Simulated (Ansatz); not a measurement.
# InGaP2 (ordered model alloy, started on the GaP lattice) (Ima2): a band-gap study from LDA to G0W0 at the band limit, part 2 of 2

Wanted: the gap of InGaP2 (ordered model alloy, started on the GaP lattice) (Ima2) by functionals, hybrids and G0W0, carried to the basis limit, with what remains uncertain.

Ansatz 0.2.0; density functionals, hybrids, G0W0, plane waves, PAW. Known limits of the many-body steps: not at the basis limit; mesh may overstate the screening; no spin-orbit coupling; coarse k mesh.

So far. Step 4 (r2SCAN): The gap stands +0.59 eV against LDA. Step 5 (HSE06): The gap stands +1.06 eV against LDA.

**6. G0W0, 2×2×2 mesh, 250 empty bands, screening to 46 eV, PAW set soft_1 files**

Now the one-shot GW correction: screening in the RPA, then the self-energy of the levels asked for. This step takes PAW set soft_1 files.

This step: G0W0 on LDA, plane waves, PAW; PAW set soft_1.

input.yaml

```yaml
crystal:
  lattice:
    - [-0.0047183935, 5.6039885875, -5.6162220775]
    - [5.6162220775, 5.6039885875, 0.0047183935]
    - [5.611503684, 0.0, -5.611503684]
  atoms:
    - { symbol: Ga, position: [0.0002668062, -0.0007024568, 0.0002178253] }
    - { symbol: In, position: [0.000903567, 0.500903567, -0.000903567] }
    - { symbol: In, position: [0.4994471385, 0.500657247, -5.21927e-05] }
    - { symbol: Ga, position: [0.500055848, 5.5848e-05, -5.5848e-05] }
    - { symbol: In, position: [0.000903567, 0.500903567, 0.499096433] }
    - { symbol: In, position: [0.000657247, -0.0005528615, 0.4999478073] }
    - { symbol: Ga, position: [0.500055848, 5.5848e-05, 0.499944152] }
    - { symbol: Ga, position: [0.4992975432, 0.5002668062, 0.5002178253] }
    - { symbol: P, position: [0.8810838277, 0.3576572874, 0.8806294424] }
    - { symbol: P, position: [0.8643543157, 0.8856951228, 0.8855263617] }
    - { symbol: P, position: [0.3701530773, 0.8894193656, 0.8702137786] }
    - { symbol: P, position: [0.3856951228, 0.3643543157, 0.8644241998] }
    - { symbol: P, position: [0.8643543157, 0.8856951228, 0.3644241998] }
    - { symbol: P, position: [0.8576572874, 0.3810838277, 0.3806294424] }
    - { symbol: P, position: [0.3856951228, 0.3643543157, 0.3855263617] }
    - { symbol: P, position: [0.3894193656, 0.8701530773, 0.3702137786] }
kpoints:
  mp_grid: { grid: [2, 2, 2] }
hamiltonian:
  xc: lda
  pseudopotentials: { kind: paw, azcp: { folder: soft_1 }, xc_functional: pbe }
scf:
  occupations: { method: fixed }
gw:
  n_empty_bands: 250
  ecut_chi: 46
  qp_bands: [v4, c4]
  qp_kpoints: band_edges
  screening: { model: contour_deformation }
```

Launch:

```bash
$ ansatz run input.yaml --threads 4 --pin off --max-ram 17510MiB --backend cpu --events-out ev --progress --plain --runs-dir out
```

Numbers of over 12 decimals in the logs are rounded to 6 here.

Log:

```text
[...]
Crystal: 16 atoms, lattice volume = 353.521 Å³
Basis set: ecut = 420 eV, 6859 PW (Γ)
Bands: 88, of which v1, the nominal top of the filled ones, is band 72 counted from 1 (71 counted from 0)
Symmetry: 4 space group operations
[...]
k-points: 5 of 8
[...]
4    72      6.3101   -16.5099     2.0806   -14.5803  0.7496     6.4604     6.4611  root
     4    73      9.1720    -7.4420    -3.8404   -11.9458  0.7675     9.8754     9.8353  root ?
     4    74      9.3203    -7.2531    -3.8220   -11.7251  0.7717    10.0062     9.9704  root ?
     4    75     10.0656    -7.8745    -4.0833   -12.6634  0.7600    10.8311    10.7712  root ?
     4    76     10.0978    -8.1138    -4.0259   -12.9679  0.7607    10.9231    10.9260  root
[key lines of the parts left out:]
SCF converged after 10 iterations
Free energy (F): -42467.913184 eV
Fermi energy:    7.250745 eV
```

Run time: 60 s. Hardware: 4 threads of Arm Neoverse V1, shared host; peak memory 2 GiB.

Numbers from this step:

```yaml
bands_summed: 322
rpa_eps_infinity_on_this_mesh_eigenvalues: 30.50, 32.74, 34.48
plane_waves_in_the_screening_matrix: 259
g0w0_gap_on_the_mesh: 1.559 eV
k_of_the_valence_top: 0, 0, 0
k_of_the_conduction_bottom: 0, 0, 0
starting_gap_on_the_mesh: 0.7593 eV
least_direct_g0w0_gap_on_the_computed_points: 1.559 eV
```

The gap on the mesh goes from 0.76 eV to 1.56 eV, a correction of +0.80 eV. Between the two edge states, bare exchange in place of the xc potential would open the gap by 6.30 eV, and correlation takes back 5.50 eV.

**7. G0W0, 2×2×2 mesh, 989 empty bands, screening to 115 eV, PAW set soft_1 files**

Bands and screening cutoff are moved together, since each hides the error of the other.

Edit input.yaml of step 6 so:

```diff
@@ -30,4 +30,4 @@
 gw:
-  n_empty_bands: 250
-  ecut_chi: 46
+  n_empty_bands: 989
+  ecut_chi: 115.0
   qp_bands: [v4, c4]
```

Log:

```text
[...]
Crystal: 16 atoms, lattice volume = 353.521 Å³
Basis set: ecut = 420 eV, 6859 PW (Γ)
Bands: 88, of which v1, the nominal top of the filled ones, is band 72 counted from 1 (71 counted from 0)
Symmetry: 4 space group operations
[...]
k-points: 5 of 8
[...]
SCF iter   1: F=—  HF=-42469.960301 eV  |F-HF|=—  |Δ(HF+E_count)|=         —  Δρ=3.97e-2  dr2=6.44e0  ethr=3.10e-3  ⟨swp⟩=6.0  Hψ=1657  notcnv=0  defer=68
[...]
SCF iter  10: F=-42467.913184 eV  HF=-42467.913184 eV  |F-HF|=2.77e-8  |Δ(HF+E_count)|=   1.45e-8  Δρ=2.96e-6  dr2=3.93e-8  ethr=6.94e-11  ⟨swp⟩=16.2  Hψ=2250  notcnv=0
SCF 1 converged in 10 iterations: F = -42467.913184 eV  dr2 = 3.93e-8
[...]
G₀W₀ screening: q 1/5
[... further progress lines ...]
[...]
SCF converged after 10 iterations
Free energy (F): -42467.913184 eV
[...]
Internal energy: -42467.913184 eV  (E = F + TS)
E sigma→0 (E₀):  -42467.913184 eV
Fermi energy:    7.250745 eV
[...]
--- Band table (eV; the first three rows and the last of 5) ---
  k-point 0: bands = [... 68 lower, 6.3590, 7.1567, 7.2309, 7.2507, 8.0100, 8.3122, 8.5250, 8.5807, ... 12 higher]
  k-point 1: bands = [... 68 lower, 6.5399, 6.5399, 6.6492, 6.6492, 8.8418, 8.8418, 9.4050, 9.4050, ... 12 higher]
  k-point 2: bands = [... 68 lower, 6.4280, 6.4325, 6.7443, 6.7533, 8.5933, 9.1338, 9.2761, 9.3059, ... 12 higher]
  k-point 4: bands = [... 68 lower, 5.9302, 6.0355, 6.0427, 6.3101, 9.1720, 9.3203, 10.0656, 10.0978, ... 12 higher]
[...]
bands read: the sum over 1061 bands ends inside a degenerate multiplet in 1 slot, whose members it reads at an even weight; the widest, k=1: bands 1061 to 1062 (counted from 1) at 1/2 each
[...]
0    69      6.3590   -16.6165     1.6636   -14.6365  0.7420     6.0388     6.0427  root
     0    70      7.1567   -16.9692     1.3266   -15.3674  0.7475     6.8789     6.8815  root
     0    71      7.2309   -17.0596     1.3487   -15.4317  0.7475     6.9490     6.9517  root
     0    72      7.2507   -17.1934     1.3658   -15.5475  0.7471     6.9679     6.9707  root
     0    73      8.0100   -10.0315    -4.1612   -14.6832  0.7603     8.5120     8.5005  root
     0    74      8.3122    -8.9740    -4.0393   -13.4110  0.7646     8.7164     8.7098  root
     0    75      8.5250    -8.8438    -4.1444   -13.3989  0.7647     8.9429     8.9357  root
     0    76      8.5807    -7.5938    -4.0329   -11.8932  0.7711     8.8496     8.8471  root
     1    69      6.5399   -16.7256     1.5352   -14.8884  0.7446     6.2344     6.2379  root
     1    70      6.5399   -16.7256     1.5352   -14.8884  0.7446     6.2344     6.2379  root
     1    71      6.6492   -16.7375     1.5284   -14.9096  0.7449     6.3464     6.3497  root
     1    72      6.6492   -16.7375     1.5284   -14.9096  0.7449     6.3464     6.3497  root
     1    73      8.8418    -8.7206    -4.2314   -13.3685  0.7615     9.2659     9.2582  root
     1    74      8.8418    -8.7206    -4.2314   -13.3685  0.7615     9.2659     9.2582  root
     1    75      9.4050    -7.6002    -4.1773   -12.0722  0.7661     9.7030     9.6996  root
     1    76      9.4050    -7.6002    -4.1773   -12.0722  0.7661     9.7030     9.6996  root
     2    69      6.4280   -16.6567     1.5619   -14.7857  0.7432     6.1153     6.1190  root
     2    70      6.4325   -16.6819     1.5666   -14.8057  0.7434     6.1192     6.1229  root
     2    71      6.7443   -16.7629     1.5010   -14.9699  0.7455     6.4492     6.4523  root
     2    72      6.7533   -16.7791     1.5016   -14.9854  0.7457     6.4581     6.4612  root
     2    73      8.5933    -8.8845    -4.1869   -13.5021  0.7596     9.0324     9.0240  root
     2    74      9.1338    -8.4585    -4.2571   -13.1055  0.7641     9.5302     9.5237  root
     2    75      9.2761    -7.4626    -4.1685   -11.9273  0.7641     9.5757     9.5723  root
     2    76      9.3059    -7.5490    -4.1821   -12.0339  0.7637     9.6122     9.6086  root
[...]
4    69      5.9302   -16.4488     1.7485   -14.3773  0.7396     5.6029     5.6072  root
     4    70      6.0355   -16.4817     1.6951   -14.4666  0.7411     5.7115     5.7156  root
     4    71      6.0427   -16.4834     1.6974   -14.4656  0.7410     5.7181     5.7222  root
     4    72      6.3101   -16.5099     1.6195   -14.5803  0.7437     5.9963     6.0001  root
     4    73      9.1720    -7.4420    -4.1737   -11.9458  0.7645     9.5064     9.5020  root
     4    74      9.3203    -7.2531    -4.1583   -11.7251  0.7689     9.6379     9.6340  root
     4    75     10.0656    -7.8745    -4.4293   -12.6634  0.7571    10.4302    10.4251  root
     4    76     10.0978    -8.1138    -4.4553   -12.9679  0.7568    10.5038    10.4966  root
```

It took 9.8 min on 4 threads; peak memory 8.3 GiB.

Numbers from this step:

| Property | Result |
| --- | --- |
| bands summed | 1061 |
| RPA ε∞ on this mesh (eigenvalues) | 29.75, 31.97, 33.65 |
| plane waves in the screening matrix | 965 |
| q-points in the mesh | 8 |
| G0W0 gap on the mesh | 1.530 eV |
| k of the valence top | 0, 0, 0 |
| k of the conduction bottom | 0, 0, 0 |
| starting gap on the mesh | 0.7593 eV |
| Z at the valence top | 0.7471 |
| Z at the conduction bottom | 0.7603 |
| least direct G0W0 gap on the computed points | 1.530 eV |

Against the run with 2×2×2 mesh, 250 empty bands, screening to 46 eV, PAW set soft_1 files, the gap moves by −0.03 eV.

Limits: finite bands, cutoff and mesh; mesh may overstate the screening; no spin-orbit coupling; coarse k mesh. v1 is the top filled band, c1 the lowest empty one. Levels before and after the correction, in eV, zero at the valence-band top of each column:

```tsv
	conduction bottom	valence top
Kohn-Sham	0.76	0.00
G0W0	1.53	0.00
```

```tsv
	level	occupation	energy (eV)
Kohn-Sham	Γ v4	2	-0.892
Kohn-Sham	Γ v3	2	-0.094
Kohn-Sham	Γ v2	2	-0.020
Kohn-Sham	Γ v1	2	0.000
Kohn-Sham	Γ c1	0	0.759
Kohn-Sham	Γ c2	0	1.061
Kohn-Sham	Γ c3	0	1.274
Kohn-Sham	Γ c4	0	1.330
G0W0	Γ v4	2	-0.928
G0W0	Γ v3	2	-0.089
G0W0	Γ v2	2	-0.019
G0W0	Γ v1	2	0.000
G0W0	Γ c1	0	1.530
G0W0	Γ c2	0	1.739
G0W0	Γ c3	0	1.965
G0W0	Γ c4	0	1.876
```

The parts of the quasiparticle energy at the two band edges (eV; QP = start + Σx + Σc − Vxc):

```tsv
run	edge	start	Σx	Σc	Vxc	Z	QP
322 bands	valence top	7.25	-17.19	1.85	-15.55	0.75	7.46
322 bands	conduction bottom	8.01	-10.03	-3.65	-14.68	0.77	9.02
1061 bands	valence top	7.25	-17.19	1.37	-15.55	0.75	6.97
1061 bands	conduction bottom	8.01	-10.03	-4.16	-14.68	0.76	8.50
```

**8. The ladder**

Times are wall times on 4 threads of Arm Neoverse V1, shared host, good to a factor of about two. G0W0 rows are gaps on the mesh, lowered by the amount that the mesh misses the start's edges, a rough step that assumes the same correction there.

```tsv
level	gap (eV)	least direct gap (eV)	time
LDA	0.78	0.78	42 s
LDA+SOC	0.75	0.75	3.6 min
r2SCAN	1.37	1.37	40 s
HSE06	1.84	1.84	2.1 min
G0W0@LDA (250 empty bands)	1.56	-	60 s
G0W0@LDA (989 empty bands)	1.53	-	9.8 min
```

**9. Adding up the best estimate**

```tsv
term	eV	running total (eV)
G0W0 on the mesh, top rung	1.530	1.530
to the limit, by a line in one over the bands through the two top rungs	−0.013	1.517
spin-orbit change, from LDA	−0.026	1.491
```

**10. Results**

```
LDA gap                                        : 0.78 eV, in a supercell, where edges may be folded
HSE06                                          : 1.84 eV
G0W0, top rung on the mesh                     : 1.53 eV
best estimate, G0W0@LDA with spin-orbit change : 1.49 eV
GW settings of the top rung                    : 2×2×2 mesh, 989 empty bands, screening to 115 eV, PAW set soft_1 files
known limits                                   : one-shot GW, static lattice; one k mesh, untested; mesh may overstate the screening; coarse k mesh
```

**Reading.** The best estimate for G0W0@LDA is 1.49 eV, in a supercell, where edges may be folded, against 0.75 eV at the start (both with spin-orbit coupling). The limit rests on the two highest rungs, unchecked by another pair. Among the functionals r2SCAN comes nearest: −0.15 eV from the estimate without its spin-orbit term (1.52 eV). All runs took 18 min, 60 % of it in G0W0. The 2×2×2 mesh is coarse for this cell (its supercell is 16 Å along the shortest edge). The RPA ε∞ on it, from the LDA start, is 29.75, 31.97 and 33.65; such meshes misread the long-range screening, most where the gap is narrow. The RPA ε∞ on this mesh reaches over 25; with a narrow direct gap a coarse mesh can overstate it, and the correction is then too small.

[Paths, hosts, dates, memory and timing lines, banners, echoed tables and standing remarks are left out of the program output.]

[Logs are printed without paths, hosts, clocks, repeated set-up lines and the standing remarks that a program may print on its own settings, such as how far it seeks lower states.]

[Runs of the session that timed out or met a known fault of the program may be left out.]

[Cells called generated may have been cut or substituted from an entry of the Crystallography Open Database or the Materials Project.]

[Hosts, paths, dates, database ids (printed as entryN), source tags and the programs' standing remarks are cut or masked in the printed files.]
